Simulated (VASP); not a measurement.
In2O3: relaxation of cell and atoms with PBE+D3(BJ)

The system is In2O3.

```
CELL_PARAMETERS angstrom
-5.07000 5.07000 5.07000
5.07000 -5.07000 5.07000
5.07000 5.07000 -5.07000
ATOMIC_POSITIONS crystal
In 0.25000 0.22000 0.97000
In 0.75000 0.28000 0.53000
In 0.97000 0.25000 0.22000
In 0.53000 0.75000 0.28000
In 0.22000 0.97000 0.25000
In 0.28000 0.53000 0.75000
In 0.75000 0.78000 0.03000
In 0.25000 0.72000 0.47000
In 0.03000 0.75000 0.78000
In 0.47000 0.25000 0.72000
In 0.78000 0.03000 0.75000
In 0.72000 0.47000 0.25000
In 0.50000 0.50000 0.50000
In 0.50000 0.00000 0.00000
In 0.00000 0.50000 0.00000
In 0.00000 0.00000 0.50000
O 0.52500 0.76500 0.53000
O 0.73500 0.99500 0.97000
O 0.97500 0.50500 0.24000
O 0.76500 0.73500 0.26000
O 0.53000 0.52500 0.76500
O 0.97000 0.73500 0.99500
O 0.24000 0.97500 0.50500
O 0.26000 0.76500 0.73500
O 0.76500 0.53000 0.52500
O 0.99500 0.97000 0.73500
O 0.50500 0.24000 0.97500
O 0.73500 0.26000 0.76500
O 0.47500 0.23500 0.47000
O 0.26500 0.00500 0.03000
O 0.02500 0.49500 0.76000
O 0.23500 0.26500 0.74000
O 0.47000 0.47500 0.23500
O 0.03000 0.26500 0.00500
O 0.76000 0.02500 0.49500
O 0.74000 0.23500 0.26500
O 0.23500 0.47000 0.47500
O 0.00500 0.03000 0.26500
O 0.49500 0.76000 0.02500
O 0.26500 0.74000 0.23500
```

```yaml
Program: VASP 6.6.1
Task: relaxation of cell and atoms
Functional: PBE
Dispersion: D3(BJ)
Potentials_or_basis: VASP PAW PBE potentials, release 64 (In_d, O)
Cutoff: 600 eV
k_mesh: 4 × 4 × 4
Occupations: gaussian, width 0.03 eV
Spin: no spin polarisation
Further_INCAR_settings: LREAL = Auto; ALGO = Normal; EDIFF = 1e-06; IBRION = 2; EDIFFG = -0.01; NSW = 90; ISIF = 3
```

The relaxed volume is 13.41 Å³/atom. The relaxed cell is a = 8.866 Å, b = 8.866 Å, c = 8.866 Å, α = 109.47°, β = 109.47°, γ = 109.47°. The space group after relaxing (to 0.05 Å) is Ia-3 (No. 206), the energy gained by relaxing is 52.3 meV/atom and the ionic steps are 17. The pressure after relaxing is -0.1 GPa and the largest force after relaxing is 0.008 eV/Å. The band gap on the k mesh is 1.01 eV, direct and the dispersion energy per atom is -0.212 eV.

Forces on the atoms (eV/Å):
```
In  -0.004  0.000  0.000
In   0.004  0.000  0.000
In   0.000 -0.004  0.000
In   0.000  0.004  0.000
In   0.000  0.000 -0.004
In   0.000  0.000  0.004
In   0.004  0.000  0.000
In  -0.004  0.000  0.000
In   0.000  0.004  0.000
In   0.000 -0.004  0.000
In   0.000  0.000  0.004
In   0.000  0.000 -0.004
In   0.000  0.000  0.000
In   0.000  0.000  0.000
In   0.000  0.000  0.000
In   0.000  0.000  0.000
O   -0.006 -0.004 -0.001
O    0.006  0.004 -0.001
O   -0.006  0.004  0.001
O    0.006 -0.004  0.001
O   -0.001 -0.006 -0.004
O   -0.001  0.006  0.004
O    0.001 -0.006  0.004
O    0.001  0.006 -0.004
O   -0.004 -0.001 -0.006
O    0.004 -0.001  0.006
O    0.004  0.001 -0.006
O   -0.004  0.001  0.006
O    0.006  0.004  0.001
O   -0.006 -0.004  0.001
O    0.006 -0.004 -0.001
O   -0.006  0.004 -0.001
O    0.001  0.006  0.004
O    0.001 -0.006 -0.004
O   -0.001  0.006 -0.004
O   -0.001 -0.006  0.004
O    0.004  0.001  0.006
O   -0.004  0.001 -0.006
O   -0.004 -0.001  0.006
O    0.004 -0.001 -0.006
```

Step by step:
```tsv
step	energy change (eV)	largest force (eV/Å)	pressure (GPa)	volume (Å³)
1	0.0000	1.4612	7.16	521.30
2	-1.0951	0.4499	-7.16	566.49
3	-1.4739	0.5332	-3.11	550.27
4	-1.8890	0.4164	-0.29	537.96
5	-1.9021	0.4969	0.38	535.41
6	-2.0212	0.2345	0.31	535.08
7	-2.0556	0.1235	0.28	534.80
8	-2.0557	0.1350	0.27	534.77
9	-2.0715	0.0745	-0.30	536.74
10	-2.0719	0.0737	-0.41	537.14
11	-2.0812	0.0621	0.20	534.95
12	-2.0813	0.0635	0.29	534.70
13	-2.0883	0.0342	0.13	535.45
14	-2.0900	0.0246	0.06	535.96
15	-2.0900	0.0283	0.04	536.03
16	-2.0900	0.0260	0.05	536.01
17	-2.0904	0.0077	-0.09	536.42
```

Final structure:
```cif
data_structure
_symmetry_space_group_name_H-M 'P 1'
_symmetry_Int_Tables_number 1
_cell_length_a 8.8656
_cell_length_b 8.8656
_cell_length_c 8.8656
_cell_angle_alpha 109.471
_cell_angle_beta 109.471
_cell_angle_gamma 109.471
_cell_volume 536.42
loop_
_atom_site_label
_atom_site_type_symbol
_atom_site_fract_x
_atom_site_fract_y
_atom_site_fract_z
_atom_site_occupancy
In1 In 0.25000 0.21611 0.96611 1
In2 In 0.75000 0.28389 0.53389 1
In3 In 0.96611 0.25000 0.21611 1
In4 In 0.53389 0.75000 0.28389 1
In5 In 0.21611 0.96611 0.25000 1
In6 In 0.28389 0.53389 0.75000 1
In7 In 0.75000 0.78389 0.03389 1
In8 In 0.25000 0.71611 0.46611 1
In9 In 0.03389 0.75000 0.78389 1
In10 In 0.46611 0.25000 0.71611 1
In11 In 0.78389 0.03389 0.75000 1
In12 In 0.71611 0.46611 0.25000 1
In13 In 0.50000 0.50000 0.50000 1
In14 In 0.50000 0.00000 0.00000 1
In15 In 0.00000 0.50000 0.00000 1
In16 In 0.00000 0.00000 0.50000 1
O1 O 0.53671 0.77234 0.54495 1
O2 O 0.72739 0.99176 0.95505 1
O3 O 0.96329 0.50824 0.23563 1
O4 O 0.77261 0.72766 0.26437 1
O5 O 0.54495 0.53671 0.77234 1
O6 O 0.95505 0.72739 0.99176 1
O7 O 0.23563 0.96329 0.50824 1
O8 O 0.26437 0.77261 0.72766 1
O9 O 0.77234 0.54495 0.53671 1
O10 O 0.99176 0.95505 0.72739 1
O11 O 0.50824 0.23563 0.96329 1
O12 O 0.72766 0.26437 0.77261 1
O13 O 0.46329 0.22766 0.45505 1
O14 O 0.27261 0.00824 0.04495 1
O15 O 0.03671 0.49176 0.76437 1
O16 O 0.22739 0.27234 0.73563 1
O17 O 0.45505 0.46329 0.22766 1
O18 O 0.04495 0.27261 0.00824 1
O19 O 0.76437 0.03671 0.49176 1
O20 O 0.73563 0.22739 0.27234 1
O21 O 0.22766 0.45505 0.46329 1
O22 O 0.00824 0.04495 0.27261 1
O23 O 0.49176 0.76437 0.03671 1
O24 O 0.27234 0.73563 0.22739 1
```

Levels at points of the mesh, in eV from the valence-band top:
| k point | band 172 | band 173 | band 174 | band 175 | band 176 | band 177 | band 178 | band 179 | band 180 | band 181 |
| --- | --- | --- | --- | --- | --- | --- | --- | --- | --- | --- |
| (0.00, 0.00, 0.00) | -0.23 | -0.23 | 0.00 | 0.00 | 0.00 | 1.01 | 5.31 | 5.31 | 5.31 | 5.38 |
| (0.50, 0.00, 0.00) | -0.21 | -0.14 | -0.14 | -0.02 | -0.02 | 3.08 | 3.08 | 4.79 | 4.79 | 4.88 |
| (0.50, 0.50, 0.50) | -0.23 | -0.22 | -0.22 | -0.22 | -0.14 | 3.98 | 3.98 | 3.98 | 4.01 | 4.01 |

It took 37 min on 8 MPI ranks on Intel(R) Xeon(R) 6975P-C (Granite Rapids) (shared host), peak memory 1.3 GiB a rank.

Caveat: spin-orbit coupling is left out, which moves the levels of the heavy elements. Expect the measured gap to be larger: semilocal functionals such as PBE lack the derivative discontinuity.
